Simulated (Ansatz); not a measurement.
**P: course of a relaxation**

Theory: Ansatz 0.2.0, DFT PBE+D3(BJ), scalar-relativistic, plane waves, PAW. Settings: 420 eV cutoff, 6×6×6 k-mesh, shifted by half a step, Gaussian smearing of 0.10 eV, no spin polarisation.

What was changed: P vacancy (site f), charge +0, atoms relaxed at the host's cell.

A cell with an odd number of electrons and no spin polarisation is a metal by construction and may be lower with spin.

In a supercell of 15 atoms the defect feels its periodic images, and the cell reads as a metal on the mesh, so a level in the gap can't be told from a carrier in the bands.

Spin polarisation was left out.

Command:

```bash
ansatz run input.yaml --threads 4 --pin off --max-ram 10240MiB --backend cpu --events-out ev --progress --plain --runs-dir out
```

Input:

```yaml
crystal:
  lattice:
    - [1.6612621559, -5.0957604361, -4.1668617613]
    - [1.6612621559, -5.0957604361, 4.1668617613]
    - [-4.9837864676, -5.0957604361, 0.0]
  atoms:
    - { symbol: P, position: [0.3657366557, 0.2938338617, 0.5531901725] }
    - { symbol: P, position: [0.1157366557, 0.0438338617, 0.0531901725] }
    - { symbol: P, position: [0.8657366557, 0.7938338617, 0.5531901725] }
    - { symbol: P, position: [0.1688338617, 0.7407366557, 0.3031901725] }
    - { symbol: P, position: [0.9188338617, 0.4907366557, 0.8031901725] }
    - { symbol: P, position: [0.6688338617, 0.2407366557, 0.3031901725] }
    - { symbol: P, position: [0.4188338617, 0.9907366557, 0.8031901725] }
    - { symbol: P, position: [0.6342633443, 0.7061661383, 0.4468098275] }
    - { symbol: P, position: [0.3842633443, 0.4561661383, 0.9468098275] }
    - { symbol: P, position: [0.1342633443, 0.2061661383, 0.4468098275] }
    - { symbol: P, position: [0.8842633443, 0.9561661383, 0.9468098275] }
    - { symbol: P, position: [0.0811661383, 0.5092633443, 0.1968098275] }
    - { symbol: P, position: [0.8311661383, 0.2592633443, 0.6968098275] }
    - { symbol: P, position: [0.5811661383, 0.0092633443, 0.1968098275] }
    - { symbol: P, position: [0.3311661383, 0.7592633443, 0.6968098275] }
basis:
  ecutwfc: 420
  xc_grid: 2
kpoints:
  mp_grid: { grid: [6, 6, 6], shift: [0.5, 0.5, 0.5] }
hamiltonian:
  xc: pbe
  dispersion: d3bj
scf:
  occupations: { method: gaussian, width: 0.1 }
output:
  forces: true
  stress: false
  eigenvalues: true
  write_density: true
  write_potential: true
  elf: true
  volumetric_format: npy
relax:
  adjacent_minimum: "off"
  f_tol: 0.025
  max_steps: 45
```

F is the free energy.

At steps 7, 13, 15 the energy rises: a step can overshoot before the optimiser corrects it.

Steps:

```csv
step,F − F(1) (eV),largest force component (eV/Å)
1,0.0000,0.459
2,-0.1563,0.340
3,-0.3032,0.451
4,-0.4118,0.342
5,-0.4447,0.286
6,-0.4733,0.152
7,-0.4382,0.463
8,-0.5035,0.092
9,-0.5264,0.147
10,-0.5454,0.212
11,-0.5650,0.167
12,-0.6039,0.154
13,-0.5297,0.471
14,-0.6153,0.060
15,-0.5729,0.319
16,-0.6178,0.030
17,-0.6180,0.019
```

Relaxed structure:

```yaml
crystal:
  lattice:
    - [1.66126, -5.09576, -4.16686]
    - [1.66126, -5.09576, 4.16686]
    - [-4.98379, -5.09576, 0.00000]
  atoms:
    - { symbol: P, position: [0.40958, 0.27560, 0.55627] }
    - { symbol: P, position: [0.10954, 0.04364, 0.03715] }
    - { symbol: P, position: [0.82375, 0.82284, 0.54222] }
    - { symbol: P, position: [0.15635, 0.76507, 0.31077] }
    - { symbol: P, position: [0.77609, 0.50355, 0.88114] }
    - { symbol: P, position: [0.71975, 0.19918, 0.31081] }
    - { symbol: P, position: [0.42072, 0.96324, 0.80684] }
    - { symbol: P, position: [0.62540, 0.70327, 0.42550] }
    - { symbol: P, position: [0.43261, 0.45536, 0.92892] }
    - { symbol: P, position: [0.15887, 0.21647, 0.45374] }
    - { symbol: P, position: [0.87609, 0.95404, 0.93340] }
    - { symbol: P, position: [0.12968, 0.51297, 0.18894] }
    - { symbol: P, position: [0.83847, 0.27280, 0.69296] }
    - { symbol: P, position: [0.58064, 0.02495, 0.18766] }
    - { symbol: P, position: [0.32671, 0.74318, 0.69050] }
```

It takes space group P1 (No. 1, triclinic). The conventional cell has a = 6.789 Å, b = 6.789 Å, c = 7.128 Å, α = 68.56°, β = 68.56°, γ = 75.73°. P (site symmetry 1) is surrounded by 3 P at 2.22 to 2.28 Å. P (site symmetry 1) is surrounded by 3 P at 2.22 to 2.26 Å. P (site symmetry 1) is surrounded by 4 P at 2.24 to 2.57 Å. P (site symmetry 1) has 3 P at 2.22 to 2.30 Å as nearest neighbours. Around P (site symmetry 1) lie 3 P at 2.29 to 2.57 Å. P (site symmetry 1) has 2 P at 2.23 to 2.28 Å as nearest neighbours. P (site symmetry 1) is surrounded by 3 P at 2.22 to 2.26 Å. P (site symmetry 1) is surrounded by 3 P at 2.24 to 2.25 Å.

The run converged. It took 14 min on 4 threads of AMD EPYC 7R43 64-Core Processor (Zen 3), with other jobs on the host, peak memory 1.7 GiB.